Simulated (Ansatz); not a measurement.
Here is an Ansatz 0.2.0 calculation.

Contents of input.yaml:

```yaml
crystal:
  lattice:
    - [2.5539396017, 0.0, 0.0]
    - [-1.2769698009, 2.2117765748, 0.0]
    - [0.0, 0.0, 4.226855]
  atoms:
    - { symbol: "N", position: [0.3333333333, 0.6666666667, 0.125276] }
    - { symbol: "N", position: [0.6666666667, 0.3333333333, 0.625276] }
    - { symbol: B, position: [0.3333333333, 0.6666666667, 0.499724] }
    - { symbol: B, position: [0.6666666667, 0.3333333333, 0.999724] }
hamiltonian:
  xc: pbe
  pseudopotentials: { kind: paw }
kpoints:
  mp_grid: { grid: [12, 12, 6] }
scf:
  occupations: { method: gaussian, width: 0.026 }
output:
  forces: true
  stress: true
  eigenvalues: true
  write_density: true
  write_potential: true
  elf: true
  volumetric_format: npy
```

Potentials or basis: Ansatz PAW.

Run with:

```sh
$ ansatz run input.yaml --threads 2 --pin off --max-ram 5632MiB --backend cpu --events-out ev --progress --plain --runs-dir out
```

Problem. What does it give for the largest force?

Solution. 0.016 eV/Å.

Problem. What does it give for the band gap on the k mesh?

Solution. 5.21 eV, indirect (least direct gap 8.24 eV).

Stress tensor (GPa, compression positive):
```
 0.20  0.00  0.00
 0.00  0.20  0.00
 0.00  0.00 -0.52
```

Caveat: the pressure holds a Pulay correction of +1.1 GPa for the finite cutoff. PBE gaps usually lie below the measured ones, often by a third to a half.
